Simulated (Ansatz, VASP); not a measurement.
Two plane-wave programs on Pb

```
CELL_PARAMETERS angstrom
3.25173 0.00000 0.00000
0.00000 3.25173 0.00000
0.00000 0.00000 3.25173
ATOMIC_POSITIONS crystal
Pb 0.00000 0.00000 0.00000
```

Alike in both runs: functional PBE; k mesh 13 × 13 × 13; occupations fermi-dirac, width 0.05 eV; no spin polarisation.

Ansatz relaxed the structure, and its values are those at the end. VASP's run is a single point on that final structure, the one shown.

|  | VASP | Ansatz |
| --- | --- | --- |
| version | VASP 6.6.1 | Ansatz 0.2.0 |
| potentials or method | VASP PAW PBE potentials, release 64 (Pb_d) | PAW with Ansatz's default frozen-core files, scalar-relativistic |
| plane-wave cutoff (eV) | 520 | 420 |
| valence electrons in the cell | 14 | 14 |

VASP gave:

```
pressure (GPa) : -0.1
```

Q: What did Ansatz give for the same quantities?

A: Pressure (GPa): 0.0.

The runs have no spin-orbit coupling, so splittings on Pb are missing.
